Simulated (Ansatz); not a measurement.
# Li: one crystal by all-electron and frozen-core methods

Aim: solve Li at one geometry with all-electron LAPW, PAW with frozen cores and datasets made for this crystal, and see where they agree.

This is Li in the fcc structure; at room conditions it is bcc.

Program: Ansatz 0.2.0. Level of theory: DFT PBE, scalar-relativistic. These are calculated values, not measurements.

**1. Starting point**

It takes space group Fm-3m (No. 225, cubic). The conventional cell has a = 4.404 Å, b = 4.404 Å, c = 4.404 Å, α = 90.00°, β = 90.00°, γ = 90.00°. Li (site symmetry m-3m) has 12 Li at 3.11 Å as nearest neighbours.

Coordinates:

```
Li
1.0
     0.00000    2.20200    2.20200
     2.20200    0.00000    2.20200
     2.20200    2.20200    0.00000
Li
1
Direct
  0.00000 0.00000 0.00000
```

The structure is an experimental refinement, used without relaxation.

**2. All-electron LAPW**

File input.yaml:

```yaml
crystal:
  lattice:
    - [0.0, 2.202, 2.202]
    - [2.202, 0.0, 2.202]
    - [2.202, 2.202, 0.0]
  atoms:
    - { symbol: Li, position: [0.0, 0.0, 0.0] }
kpoints:
  mp_grid: { grid: [16, 16, 16] }
  band_path:
    path:
      - [0.0, 0.0, 0.0]
      - [0.5, 0.0, 0.5]
      - [0.625, 0.25, 0.625]
      - [0.375, 0.375, 0.75]
      - [0.0, 0.0, 0.0]
      - [0.5, 0.5, 0.5]
      - [0.5, 0.25, 0.75]
      - [0.5, 0.0, 0.5]
    npoints: 14
scf:
  occupations: { method: fermi_dirac, width: 0.05 }
hamiltonian:
  xc: pbe
  pseudopotentials: { kind: all_electron, lapw: { basis_error: 0.0005 } }
output:
  forces: true
  stress: true
  eigenvalues: true
  populations: true
  dos: { projected: true, de: 0.2, e_range: [-14, 8] }
```

Launch:

```console
$ ansatz run input.yaml --threads 1 --pin off --max-ram 2048MiB --backend cpu --events-out ev --progress --plain --runs-dir out
```

**3. PAW with frozen cores**

Edit input.yaml of step 2 so:

```diff
@@ -24,3 +24,3 @@
   xc: pbe
-  pseudopotentials: { kind: all_electron, lapw: { basis_error: 0.0005 } }
+  pseudopotentials: { kind: paw }
 output:
@@ -29,3 +29,9 @@
   eigenvalues: true
+  efg: { contact_densities: true }
   populations: true
+  bader: true
   dos: { projected: true, de: 0.2, e_range: [-14, 8] }
+  write_density: true
+  write_potential: true
+  elf: true
+  volumetric_format: npy
```

**4. Datasets made for this crystal**

Edit input.yaml of step 3 so:

```diff
@@ -19,3 +19,3 @@
       - [0.5, 0.0, 0.5]
-    npoints: 14
+    npoints: 8
 scf:
@@ -24,3 +24,3 @@
   xc: pbe
-  pseudopotentials: { kind: paw }
+  pseudopotentials: { kind: all_electron, datasets: crystal }
 output:
@@ -30,8 +30 @@
   efg: { contact_densities: true }
-  populations: true
-  bader: true
-  dos: { projected: true, de: 0.2, e_range: [-14, 8] }
-  write_density: true
-  write_potential: true
-  elf: true
-  volumetric_format: npy
```

(Steps that only read results are left out.)

**Question.** What will these runs give? Wanted: pressure; gap; highest ELF.

As calculated:

| quantity | value |
| --- | --- |
| pressure | LAPW -0.70, PAW -0.70, crystal datasets -0.70 GPa |
| gap (LAPW) | none |
| highest ELF (PAW) | 0.69, 2.20 Å from Li |

In words: At this geometry the cell is under tension of 0.7 GPa, so it would shrink if let go. With 3 electrons in the bands of a cell, and no spin, a band must be partly filled: it is a metal at this level. Within 0.3 eV of the Fermi level the largest projected share is Li 2s (100 %). The projection holds only the free atom's occupied shells (Li 2s in this range). The rest lies in shells not listed and outside the spheres or projectors. PAW lies less than 0.01 GPa from LAPW in pressure.
